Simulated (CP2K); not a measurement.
**WC under changes of volume**

One of the cells (10.542 Å³/atom); the others are scaled copies at fixed shape and fractional positions:

```
W C
1.0
     3.10092    0.00000    0.00000
     1.55046    2.68548    0.00000
     1.55046    0.89516    2.53189
W C
1 1
Direct
  0.00000 0.00000 0.00000
  0.50000 0.50000 0.50000
```

Measurements of this composition are mostly on another form, of space group No. 187.

| Quantity | Value |
| --- | --- |
| Program | CP2K 2026.2 |
| Functional | r2SCAN |
| Potentials or basis | POTENTIAL_UZH W GTH-SCAN-q14, C GTH-SCAN-q4; TZVP-MOLOPT-SCAN-GTH basis |
| Density cutoff | 9184 eV |
| k mesh | 10 × 10 × 10 |
| Occupations | fermi-dirac, width 0.05 eV |
| Spin | no spin polarisation |

```csv
volume (Å³/atom),energy over the lowest point (meV/atom),pressure (GPa)
9.910,14.07,14.1
10.120,1.54,5.2
10.331,0.00,-2.8
10.542,8.57,-10.0
10.753,26.07,-16.4
10.964,?,?
11.175,84.40,-27.4
```

**Question.** What does the run at 10.964 Å³/atom give?

**Answer.** Energy over the lowest point 51.63 meV/atom; pressure -22.2 GPa.

Worked out: A Birch-Murnaghan fit of order 3 (a polynomial in V^(-2/3)) to the other rows has its minimum at 10.25 Å³/atom with B0 = V·E''(V) = 384 GPa and B' = 4.3. It gives 51.62 meV/atom at 10.964 Å³/atom, against the run's 51.63, and -dE/dV = -22.2 GPa, against -22.2.

Energies are extrapolated to zero smearing.

Caveats: the basis of atomic orbitals isn't converged, which shifts pressures, moduli and gaps.
